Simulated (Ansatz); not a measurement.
Slab: MoS2, a slab with vacuum.

```
Mo S
1.0
     3.18413    0.00000    0.00000
    -1.59206    2.75753    0.00000
     0.00000    0.00000   17.33460
Mo S
1 2
Cartesian
  0.0000 0.0000 0.0000
  0.0000 1.8384 15.7833
  0.0000 1.8384 1.5513
```

```yaml
Program: Ansatz 0.2.0
Task: single point
Functional: PBEsol
Potentials_or_basis: Ansatz PAW
Cutoff: "420 eV (not typed: the program's choice for these potentials)"
k_mesh: 10 × 10 × 2
Occupations: fermi-dirac, width 0.05 eV
Spin: no spin polarisation
```

On this cell: largest force 0.148 eV/Å; band gap on the k mesh 1.73 eV, indirect (least direct gap 1.93 eV).

The same run follows on a disturbed copy (atoms moved at random, drawn with an rms of 0.05 Å):

```
Mo S
1.0
     3.18413    0.00000    0.00000
    -1.59206    2.75753    0.00000
     0.00000    0.00000   17.33460
Mo S
1 2
Direct
  0.00290 0.98616 0.99953
  0.33139 0.66107 0.91056
  0.32174 0.65518 0.08953
```

Problem. What does the disturbed cell give?

Solution. The energy moves by +6.7 meV/atom; largest force 0.878 eV/Å; band gap on the k mesh 1.72 eV, indirect (least direct gap 1.91 eV).

Forces on the atoms (eV/Å):
```
Mo  -0.783  0.301  0.256
S    0.304 -0.220 -0.005
S    0.480 -0.081 -0.251
```

Stress tensor (GPa, compression positive):
```
-1.35 -0.25  0.29
-0.25 -1.55  0.22
 0.29  0.22 -0.40
```

Caveats: the PAW data sets come from PBE, with cores solved anew for the run's functional, which leaves a small shift of forces and pressure.

A k mesh can miss the band edges.
